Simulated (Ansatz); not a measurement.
# In: response to strain

In is deformed so: equal xy, yz and zx engineering shear strains of +1 %. What stress and forces result, by LAPW, PAW and all-electron datasets made for the crystal?

Program: Ansatz 0.2.0. Level of theory: DFT LDA, scalar-relativistic. These are calculated values, not measurements.

### 1 The starting structure

The structure is tetragonal, space group I4/mmm (No. 139). The conventional cell has a = 3.252 Å, b = 3.252 Å, c = 4.948 Å, α = 90.00°, β = 90.00°, γ = 90.00°. In (site symmetry 4/mmm) has 12 In at 3.25 to 3.38 Å as nearest neighbours.

Structure file:

```
In
1.0
    -1.62615    1.62615    2.47395
     1.62615   -1.62615    2.47395
     1.62615    1.62615   -2.47395
In
1
Direct
  0.00000 0.00000 0.00000
```

### 2 After the deformation

Space group I4/mmm before, C2/m after.

### 3 LAPW, all electrons

Contents of input.yaml:

```yaml
crystal:
  lattice:
    - [-1.6056495, 1.630389, 2.47395]
    - [1.630389, -1.6056495, 2.47395]
    - [1.621911, 1.621911, -2.4576885]
  atoms:
    - { symbol: In, position: [0.0, 0.0, 0.0] }
kpoints:
  mp_grid: { grid: [12, 12, 14] }
  band_path:
    path:
      - [0.0, 0.0, 0.0]
      - [0.5, 0.5, -0.5]
      - [0.7811816041, 0.2188183959, -0.5]
      - [0.2188183959, -0.2188183959, -0.5]
      - [0.0, 0.0, -0.5]
      - [0.0, 0.0, 0.0]
      - [0.5, -0.5, 0.0]
      - [0.5, 0.0, -0.5]
      - [0.0, 0.0, 0.0]
    npoints: 5
scf:
  occupations: { method: fermi_dirac, width: 0.05 }
hamiltonian:
  xc: lda
  pseudopotentials: { kind: all_electron, lapw: { basis_error: 0.001 } }
output:
  forces: true
  stress: true
  eigenvalues: true
```

Command:

```sh
> ansatz run input.yaml --threads 1 --pin off --max-ram 3072MiB --backend cpu --events-out ev --progress --plain --runs-dir out
```

### 4 PAW on the default files

Contents of input.yaml:

```yaml
crystal:
  lattice:
    - [-1.6056495, 1.630389, 2.47395]
    - [1.630389, -1.6056495, 2.47395]
    - [1.621911, 1.621911, -2.4576885]
  atoms:
    - { symbol: In, position: [0.0, 0.0, 0.0] }
kpoints:
  mp_grid: { grid: [12, 12, 14] }
scf:
  occupations: { method: fermi_dirac, width: 0.05 }
hamiltonian:
  xc: lda
  pseudopotentials: { kind: paw }
output:
  forces: true
  stress: true
  eigenvalues: true
  efg: { contact_densities: true }
  write_density: true
  write_potential: true
  elf: true
  volumetric_format: npy
```

### 5 All-electron PAW on datasets made for the crystal

Changes to input.yaml since step 4:

```diff
@@ -13,3 +13,3 @@
   xc: lda
-  pseudopotentials: { kind: paw }
+  pseudopotentials: { kind: all_electron, datasets: crystal }
 output:
@@ -19,5 +19 @@
   efg: { contact_densities: true }
-  write_density: true
-  write_potential: true
-  elf: true
-  volumetric_format: npy
```

(Steps that only read results are left out.)

What does the calculation give? Wanted: pressure; largest shear or deviatoric stress.

**Answer**, as computed:

| quantity | value |
| --- | --- |
| pressure | LAPW -2.53, PAW -2.54, crystal datasets -2.53 GPa |
| largest shear or deviatoric stress (LAPW) | 0.27 GPa |

In words: The largest part of the stress beyond the pressure is 0.27 GPa in size, in the xy component. No run of the undeformed cell stands beside it, so the pressure holds what the given cell had before the change. PAW: stress within 0.01 GPa of LAPW. Crystal datasets: stress within 0.01 GPa of LAPW.
